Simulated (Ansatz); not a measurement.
ZnS (Wurtzite-2H):

```xyz
4
Lattice="3.8110 0.0000 0.0000 -1.9055 3.3004 0.0000 0.0000 0.0000 6.2340" Properties=species:S:1:pos:R:3 pbc="T T T"
Zn    1.9055    1.1001    3.1170
Zn    0.0000    2.2003    0.0000
S     1.9055    1.1001    5.5171
S     0.0000    2.2003    2.4001
```

* Program: Ansatz 0.2.0
* Task: relaxation of cell and atoms
* Functional: r2SCAN50
* Potentials or basis: Ansatz PAW
* Cutoff: 500 eV (not typed: the program's choice for these potentials)
* k mesh: 4 × 4 × 3
* Occupations: fermi-dirac, width 0.05 eV
* Spin: no spin polarisation

At the start: volume 19.60 Å³/atom.

**Question.** How do energy, volume and symmetry change on relaxing?

**Answer.** It ends after 5 steps and the volume is 19.70 Å³/atom (+0.5 %); space group P6_3mc (No. 186, to 0.05 Å).

The path:
```
step  energy change (eV)  largest force (eV/Å)  volume (Å³)
   1              0.0000                0.3367        78.41
   2             -0.0125                0.2340        78.67
   3             -0.0216                0.0656        78.39
   4             -0.0227                0.0015        78.78
   5             -0.0229                0.0015        78.78
```

Final structure:
```cif
data_structure
_symmetry_space_group_name_H-M 'P 1'
_symmetry_Int_Tables_number 1
_cell_length_a 3.8195
_cell_length_b 3.8195
_cell_length_c 6.2358
_cell_angle_alpha 90.000
_cell_angle_beta 90.000
_cell_angle_gamma 120.000
_cell_volume 78.78
loop_
_atom_site_label
_atom_site_type_symbol
_atom_site_fract_x
_atom_site_fract_y
_atom_site_fract_z
_atom_site_occupancy
Zn1 Zn 0.66667 0.33333 0.50487 1
Zn2 Zn 0.33333 0.66667 0.00487 1
S1 S 0.66667 0.33333 0.88013 1
S2 S 0.33333 0.66667 0.38013 1
```

Caveat: the k mesh is coarse (spacing up to 0.48 Å⁻¹), so the values aren't converged, least of all with exact exchange; the plane-wave basis is chosen anew once the cell has moved, so the energies of steps on either side of that aren't comparable; the PAW data sets come from PBE, with cores solved anew for the run's functional, which leaves a small shift of forces and pressure.
